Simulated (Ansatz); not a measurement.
Set up this calculation in Ansatz 0.2.0, as the native input.

```
Task                              : single point
Functional                        : PBE
Potentials or basis               : Ansatz PAW
Cutoff                            : 420 eV (not typed: the program's choice for these potentials)
k mesh                            : 12 × 12 × 1
Occupations                       : fermi-dirac, width 0.05 eV
Spin                              : collinear spin, ferromagnetic start
Starting moments                  : [2.0, 2.0, 2.0, 2.0, 2.0, 2.0] μB
Boundary along the surface normal : dipole_correction
Miller                            : [0, 0, 1]
Bulk formula                      : Co
```

Slab: Co, a slab with vacuum.

```
Co
1.0
     2.48736    0.00000    0.00000
    -1.24368    2.15412    0.00000
     0.00000    0.00000   25.23836
Co
6
Direct
  0.33333 0.66667 0.29717
  0.66667 0.33333 0.38084
  0.33333 0.66667 0.45816
  0.66667 0.33333 0.54184
  0.33333 0.66667 0.61916
  0.66667 0.33333 0.70283
```

The cell isn't the ideal one: the (0 0 1) slab of Co, cut from the database cell, not relaxed.

These files were run (other wordings do the same):

input.yaml

```yaml
crystal:
  lattice:
    - [2.4873648738, 0.0, 0.0]
    - [-1.2436824369, 2.1541211692, 0.0]
    - [0.0, 0.0, 25.2383599541]
  atoms:
    - { symbol: Co, position: [0.33333333, 0.66666666, 0.2971666944], spin: 2.0 }
    - { symbol: Co, position: [0.66666667, 0.33333334, 0.3808401562], spin: 2.0 }
    - { symbol: Co, position: [0.33333333, 0.66666666, 0.4581632691], spin: 2.0 }
    - { symbol: Co, position: [0.66666667, 0.33333334, 0.5418367309], spin: 2.0 }
    - { symbol: Co, position: [0.33333333, 0.66666666, 0.6191598438], spin: 2.0 }
    - { symbol: Co, position: [0.66666667, 0.33333334, 0.7028333056], spin: 2.0 }
hamiltonian:
  xc: pbe
  pseudopotentials: { kind: paw }
magnetization:
  spin_polarized: true
kpoints:
  mp_grid: { grid: [12, 12, 1] }
scf:
  occupations: { method: fermi_dirac, width: 0.05 }
output:
  forces: true
  eigenvalues: true
  write_density: true
  write_potential: true
  elf: true
  volumetric_format: npy
efield:
  axis: 3
  dipole_correction: true
  ramp_width: 0.04
```

Potentials or basis: Ansatz PAW.

Command:

```console
$ ansatz run input.yaml --threads 4 --pin off --max-ram 11264MiB --backend cpu --events-out ev --progress --plain --runs-dir out
```

Results of the run:

- Largest force: 0.921 eV/Å
- Band gap on the k mesh: none (metal or under the smearing width)
- Net moment: 10.08 μB per cell
- Absolute moment: 11.10 μB per cell
- Site moments: Co +1.82, +1.74, +1.71 μB
- Work function of the upper face: 5.03 eV
- Work function of the lower face: 5.03 eV
- Dipole across the slab: 0.000 e·Å

It took 21 s on 4 threads of Arm Neoverse V2 (shared host), peak memory 0.66 GiB.
